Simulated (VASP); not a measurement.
**BaHfO₃ in VASP 6.6.1, single-point calculation**

INCAR

```
ISIF = 2
IBRION = -1
NELM = 86
LREAL = .FALSE.
ALGO = Damped
LASPH = .TRUE.
GGA = PE
ENCUT = 520
EDIFF = 1E-7
PREC = Accurate
TIME = 0.4
SIGMA = 0.01
LWAVE = .FALSE.
NBANDS = 27
LCHARG = .FALSE.
NSW = 0
ISMEAR = 1
```

KPOINTS

```
KPOINTS created by Atomic Simulation Environment
0
Gamma
6 6 6
0 0 0
```

POSCAR

```
Ba Hf O
 1.0000000000000000
     4.0517470077000004    0.0000000000000000    0.0000000000000000
     0.0000000000000000    4.0517470077000004    0.0000000000000000
     0.0000000000000000    0.0000000000000000    4.0517470077000004
 Ba  Hf  O
   1   1   3
Cartesian
  0.0000000000000000  0.0000000000000000  0.0000000000000000
  2.0258735038500002  2.0258735038500002  2.0258735038500002
  2.0258735038500002  2.0258735038500002  0.0000000000000000
  2.0258735038500002  0.0000000000000000  2.0258735038500002
  0.0000000000000000  2.0258735038500002  2.0258735038500002
```

The recommended PBE PAW datasets give the neutral cell 38 valence electrons.

Command

```
mpirun -np 1 vasp_std
```

OSZICAR

```
N       E                     dE             d eps       ncg     rms           ort
DAV:   1     0.313505705955E+03    0.31351E+03   -0.21431E+04   540   0.144E+03
DAV:   2     0.990903440659E+00   -0.31251E+03   -0.29867E+03   540   0.369E+02
DAV:   3    -0.421340192454E+02   -0.43125E+02   -0.41462E+02   540   0.119E+02
DAV:   4    -0.486694858934E+02   -0.65355E+01   -0.64428E+01   540   0.488E+01
DAV:   5    -0.497054929503E+02   -0.10360E+01   -0.10213E+01   540   0.177E+01
SDA:   6    -0.294613672166E+02    0.20244E+02   -0.25973E+02   540   0.649E+02   0.000E+00
DMP:   7    -0.415448840060E+02   -0.12084E+02   -0.50175E+00   540   0.348E+01  -0.583E+01
DMP:   8    -0.407039190534E+02    0.84096E+00   -0.35569E+01   540   0.111E+02  -0.568E+01
DMP:   9    -0.428042143356E+02   -0.21003E+01   -0.57270E+00   540   0.803E+00   0.165E+01
DMP:  10    -0.427983357581E+02    0.58786E-02   -0.29184E+00   540   0.128E+01  -0.145E+01
...
DMP:  27    -0.430760109496E+02   -0.70434E-06   -0.50130E-06   540   0.679E-06   0.150E-05
DMP:  28    -0.430760114388E+02   -0.48921E-06   -0.36112E-06   540   0.492E-06   0.107E-05
DMP:  29    -0.430760117977E+02   -0.35889E-06   -0.25598E-06   540   0.346E-06   0.769E-06
DMP:  30    -0.430760120439E+02   -0.24624E-06   -0.19725E-06   540   0.270E-06   0.584E-06
DMP:  31    -0.430760041769E+02    0.78670E-05   -0.15309E-06   540   0.210E-06   0.453E-06
DMP:  32    -0.430760123876E+02   -0.82106E-05   -0.12230E-06   540   0.168E-06   0.360E-06
DMP:  33    -0.430760125108E+02   -0.12323E-06   -0.10262E-06   540   0.146E-06   0.289E-06
DMP:  34    -0.430760045553E+02    0.79555E-05   -0.89130E-07   540   0.129E-06   0.245E-06
DMP:  35    -0.430760046435E+02   -0.88227E-07   -0.79247E-07   540   0.117E-06   0.213E-06
   1 F= -.43076005E+02 E0= -.43076005E+02  d E =0.308219E-62
```

From OUTCAR

```
k-points           NKPTS =     20   k-points in BZ     NKDIM =     20   number of bands    NBANDS=     27

   NELECT =      38.0000    total number of electrons

   dimension x,y,z NGX =    30 NGY =   30 NGZ =   30
   dimension x,y,z NGXF=    60 NGYF=   60 NGZF=   60

  energy-cutoff  :      520.00
  volume of cell :       66.52
      direct lattice vectors                 reciprocal lattice vectors
     4.051747008  0.000000000  0.000000000     0.246807118  0.000000000  0.000000000
     0.000000000  4.051747008  0.000000000     0.000000000  0.246807118  0.000000000
     0.000000000  0.000000000  4.051747008     0.000000000  0.000000000  0.246807118

 k-points in reciprocal lattice and weights: KPOINTS created by Atomic Simulation Env
   0.00000000  0.00000000  0.00000000       0.005
   0.16666667  0.00000000  0.00000000       0.028
   0.33333333  0.00000000  0.00000000       0.028
   0.50000000  0.00000000  0.00000000       0.014
   0.16666667  0.16666667  0.00000000       0.056
   0.33333333  0.16666667  0.00000000       0.111
   0.50000000  0.16666667  0.00000000       0.056
   0.33333333  0.33333333  0.00000000       0.056
   ...

 E-fermi :   3.1146

 k-point     1 :       0.0000    0.0000    0.0000
  band No.  band energies     occupation
      1     -25.3145      2.00000
      2     -25.3145      2.00000
      3     -25.3145      2.00000
      4     -22.0171      2.00000
      5     -13.8869      2.00000
      6     -13.3799      2.00000
      7     -13.3799      2.00000
      8      -7.1788      2.00000
      9      -7.1788      2.00000
     10      -7.1788      2.00000
     11       1.4851      2.00000
     12       1.4851      2.00000
     13       1.4851      2.00000
     14       1.8859      2.00000
     15       1.8859      2.00000
     16       1.8859      2.00000
     17       2.8997      2.00000
     18       2.8997      2.00000
     19       2.8997      2.00000
     20       6.7354      0.00000
     21       6.7354      0.00000
     22       6.7354      0.00000
     23       7.7903      0.00000
     24       7.7903      0.00000
     25       9.7305      0.00000
     26      12.4466      0.00000
     27      12.5369      0.00000

 k-point     2 :       0.1667    0.0000    0.0000
  band No.  band energies     occupation
      1     -25.3697      2.00000
      2     -25.3128      2.00000
      3     -25.3128      2.00000
      4     -21.9847      2.00000
      5     -13.8951      2.00000
      6     -13.3718      2.00000
      7     -13.1957      2.00000
      8      -7.1531      2.00000
      9      -7.1531      2.00000
     10      -7.0954      2.00000
     11       0.9509      2.00000
     12       1.3577      2.00000
     13       1.3577      2.00000
     14       1.6175      2.00000
     15       1.6175      2.00000
     16       1.6477      2.00000
     17       2.1611      2.00000
     18       2.7948      2.00000
     19       2.7948      2.00000
     20       6.8713      0.00000
     21       7.4673      0.00000
     22       7.4673      0.00000
     23       8.2917      0.00000
     24       8.3060      0.00000
     25      10.6103      0.00000
     26      12.6109      0.00000
     27      12.8709      0.00000

 ...

  Total        9.1317948      9.1317948      9.1317948     -0.0000000     -0.0000000      0.0000000
  in kB      219.9580019    219.9580019    219.9580019     -0.0000000     -0.0000000      0.0000000
  external PRESSURE =     219.9580019 kB  Pullay stress =       0.0000000 kB

 POSITION                                       TOTAL-FORCE (eV/Angst)
 -----------------------------------------------------------------------------------
      0.00000      0.00000      0.00000         0.000000      0.000000      0.000000
      2.02587      2.02587      2.02587         0.000000      0.000000      0.000000
      2.02587      2.02587      0.00000         0.000000      0.000000      0.000000
      2.02587      0.00000      2.02587         0.000000      0.000000      0.000000
      0.00000      2.02587      2.02587         0.000000      0.000000      0.000000
 -----------------------------------------------------------------------------------
    total drift:                                0.000000      0.000000     -0.000000

  FREE ENERGIE OF THE ION-ELECTRON SYSTEM (eV)
  ---------------------------------------------------
  free  energy   TOTEN  =       -43.0760046435 eV

  energy  without entropy=      -43.0760046435  energy(sigma->0) =      -43.07600464
```

It converged. Results: gap between bands v and c on the k mesh 3.74 eV; least direct gap on the k mesh 3.84 eV; pressure 22.0 GPa. Band v is the last that the valence electrons fill when counted band by band, and c is the next.

For comparison, a separate PBE run of the intended cell, on usual settings and not on those above, gives a gap of 3.74 eV on its mesh and a pressure of 22.0 GPa.

The run above took about 42 s on one core of a shared host (Intel Xeon Platinum 8488C) and held 0.22 GiB at most.
